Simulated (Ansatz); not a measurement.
A distorted cell of ZrO₂ (fluorite):

```
CELL_PARAMETERS angstrom
      0.00000     5.11587     5.11587
      2.55794     0.00000     2.55794
      2.55794     2.55794     0.00000
ATOMIC_POSITIONS crystal
  Zr 0.99570 0.00860 0.00860
  Zr 0.50000 0.00000 0.00000
  O  0.12500 0.25000 0.25000
  O  0.62500 0.25000 0.25000
  O  0.37500 0.75000 0.75000
  O  0.87500 0.75000 0.75000
```

All values below come from PBE (plane waves to 420 eV, PAW, scalar-relativistic; Ansatz, an electronic-structure program). k mesh 9×9×9 (Γ-centred), Fermi-Dirac smearing 0.05 eV. The energy includes the smearing's −TS. Compression counts positive. This is a high-temperature form of ZrO2. ZrO2 is run without spin polarisation. ZrO2 was relaxed with its symmetry unable to fall.

Q: Predict the force on every atom, in eV/Å.

A: 
```json
[
 {"atom": "Zr1", "Fx": "-0.368", "Fy": "0.186", "Fz": "0.186"},
 {"atom": "Zr2", "Fx": "0.181", "Fy": "-0.186", "Fz": "-0.186"},
 {"atom": "O3", "Fx": "0.100", "Fy": "-0.043", "Fz": "-0.043"},
 {"atom": "O4", "Fx": "-0.007", "Fy": "0.041", "Fz": "0.041"},
 {"atom": "O5", "Fx": "-0.019", "Fy": "0.050", "Fz": "0.050"},
 {"atom": "O6", "Fx": "0.113", "Fy": "-0.048", "Fz": "-0.048"}
]
```

Q: In it atom 1 sits (0.044, 0.000, 0.000) Å away from its relaxed site. What is its energy relative to the relaxed cell?

A: 8.1 meV/cell.

(For displaced atoms, the force is minus the slope of the energy, and its curvature is a force constant, which sets phonon frequencies.)
